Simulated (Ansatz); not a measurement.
Be: one input, then a changed one

The structure comes from a relaxation in the same program, started in the bcc type. Whether it is a known phase or the ground state wasn't checked. The listed cell was then made from it by scaling, straining or moving an atom.

First run: DFT, PBE, all-electron LAPW, scalar-relativistic (Ansatz 0.2.0).

Command: `ansatz run input.yaml --threads 1 --pin off --max-ram 2048MiB --backend cpu --events-out ev --progress --plain --runs-dir out` The run took 3.2 s on 1 thread of AMD EPYC 9R45 96-Core Processor (Zen 5) (shared host), peak memory 0.31 GiB.

```yaml
crystal:
  lattice:
    - [-1.2409627004, 1.2409627004, 1.268988807]
    - [1.2409627004, -1.2409627004, 1.268988807]
    - [1.2409627004, 1.2409627004, -1.268988807]
  atoms:
    - { symbol: Be, position: [0.0, 0.0, 0.0] }
kpoints:
  mp_grid: { grid: [20, 20, 20] }
scf:
  occupations: { method: fermi_dirac, width: 0.05 }
hamiltonian:
  xc: pbe
  pseudopotentials: { kind: all_electron, lapw: { basis_error: 0.001 } }
output:
  forces: true
  stress: true
  eigenvalues: true
```

Result: converged; pressure -0.01 GPa; no gap on the k mesh; 4 SCF iterations.

The input is then changed:

```diff
@@ -7,7 +7,7 @@
     - { symbol: Be, position: [0.0, 0.0, 0.0] }
 kpoints:
-  mp_grid: { grid: [20, 20, 20] }
+  mp_grid: { grid: [10, 10, 10] }
 scf:
-  occupations: { method: fermi_dirac, width: 0.05 }
+  occupations: { method: methfessel_paxton, width: 0.05 }
 hamiltonian:
   xc: pbe
```

Question: What does the second run give?

Answer: It converged; energy at zero smearing +8.9 meV/atom from the first run; pressure 0.08 GPa; no gap on the k mesh; 4 SCF iterations. Some of these settings are too coarse for converged properties.
